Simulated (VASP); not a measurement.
## GaN (zincblende): one r²SCAN relaxation of cell and atoms in two programs

Start cell

```
Ga N
1.0
     0.00000    2.27418    2.27418
     2.27418    0.00000    2.27418
     2.27418    2.27418    0.00000
Ga N
1 1
Direct
  0.00000 0.00000 0.00000
  0.25000 0.25000 0.25000
```

Each program uses its own PAW datasets. VASP's cell holds 18 valence electrons and Ansatz's 18.

Cutoffs: 600 eV in VASP, 500 eV in Ansatz. k meshes: 8×8×8 and 8×8×8.

```
                                              VASP                 Ansatz
relaxed cell vector lengths  3.187, 3.187, 3.187 Å  3.180, 3.180, 3.180 Å
        relaxed cell volume               22.88 Å³               22.75 Å³
```
